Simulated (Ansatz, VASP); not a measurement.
## Two plane-wave programs on Fe

INCAR

```
SYSTEM = Fe
  PREC = Accurate
  ENCUT = 520
  EDIFF = 1E-7
  ISMEAR = 0
  SIGMA = 0.05
  LREAL = .FALSE.
  LASPH = .TRUE.
  NELM = 150
  ALGO = Fast
  ISIF = 2
  LWAVE = .FALSE.
  LCHARG = .FALSE.
  ISPIN = 2
  MAGMOM = 2.5 2.5
  LORBIT = 11
  LMAXMIX = 4
  GGA = PE
  NBANDS = 19
```

KPOINTS

```
Automatic mesh
0
G
  12 12 12
  0 0 0
```

The input POSCAR:

```
Fe
1.0
    2.8311865462      0.0000000000      0.0000000000
    0.0000000000      2.8311865462      0.0000000000
    0.0000000000      0.0000000000      2.8311865462
Fe
2
Direct
    0.0000000000      0.0000000000      0.0000000000
    0.5000000000      0.5000000000      0.5000000000
```

Input for Ansatz:

```yaml
crystal:
  lattice:
    - [2.8311865462, 0.0, 0.0]
    - [0.0, 2.8311865462, 0.0]
    - [0.0, 0.0, 2.8311865462]
  atoms:
    - { symbol: Fe, position: [0.0, 0.0, 0.0], spin: 2.5 }
    - { symbol: Fe, position: [0.5, 0.5, 0.5], spin: 2.5 }
basis:
  ecutwfc: 420
  ecutrho_ratio: 4
kpoints:
  mp_grid: { grid: [12, 12, 12] }
hamiltonian:
  xc: pbe
scf:
  occupations: { method: gaussian, width: 0.05 }
  lower_state_search: "off"
output:
  forces: true
  stress: true
  eigenvalues: true
  populations: true
magnetization:
  spin_polarized: true
```

Alike in both runs: task single point; functional PBE; k mesh 12 × 12 × 12; occupations gaussian, width 0.05 eV; collinear spin.

|  | VASP | Ansatz |
| --- | --- | --- |
| version | VASP 6.6.1 | Ansatz 0.2.0 |
| potentials or method | VASP PAW PBE potentials, release 64 (Fe) | scalar-relativistic, plane waves, PAW |
| plane-wave cutoff (eV) | 520 | 420 |
| valence electrons in the cell | 16 | 32 |

Ansatz gave:

```
gap on the k mesh at the Fermi level (eV)                     : none
pressure (GPa)                                                : -0.5
net moment per atom (μB)                                      : 2.14
size of the moment on the site where the two differ most (μB) : 2.19
```

Question: What did VASP give for the same quantities?

Answer: gap on the k mesh at the Fermi level (eV): none; pressure (GPa): -0.6; net moment per atom (μB): 2.16; size of the moment on the site where the two differ most (μB): 2.16.

Site moments also hang on the region over which each program counts them. A gap of «none» marks a metal or a gap that the smearing closes. The two sets of potentials don't hold the same shells in valence.
